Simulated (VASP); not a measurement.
Input of a VASP 6.6.1 run:

File INCAR:

```
PREC = Accurate
ENCUT = 900
EDIFF = 1E-8
ISMEAR = 0
SIGMA = 0.05
LREAL = False
LASPH = True
NELM = 100
ALGO = Normal
ISIF = 2
LWAVE = False
LCHARG = False
GGA = PE
NBANDS = 33
ADDGRID = False
```

KPOINTS

```
Automatic mesh
0
Gamma
  12 12 5
```

Contents of POSCAR:

```
ZnSn2N2
1.0
    3.3523260000      0.0000000000      0.0000000000
    0.0000000000      3.3523260000      0.0000000000
    0.0000000000      0.0000000000      8.0642090000
Sn Zn N
2 1 2
Direct
    0.5000000000      0.5000000000      0.3058270000
    0.5000000000      0.5000000000      0.6941730000
    0.0000000000      0.0000000000      0.0000000000
    0.0000000000      0.5000000000      0.8541900000
    0.5000000000      0.0000000000      0.1458100000
```

Potentials or basis: VASP PAW PBE potentials, release 64 (Sn_d, Zn, N).

Command:

```sh
$ cat potpaw_PBE.64/Sn_d/POTCAR potpaw_PBE.64/Zn/POTCAR potpaw_PBE.64/N/POTCAR > POTCAR
$ mpirun -np 1 vasp_std > vasp.out
```

Q: Predict the band gap on the k mesh.

A: None (metal or under the smearing width).

Q: Predict the largest force.

A: 0.053 eV/Å.

Q: Predict the pressure.

A: 0.0 GPa.

Forces on the atoms (eV/Å):
```
Sn   0.000  0.000 -0.053
Sn   0.000  0.000  0.053
Zn   0.000  0.000  0.000
N    0.000  0.000 -0.001
N    0.000  0.000  0.001
```
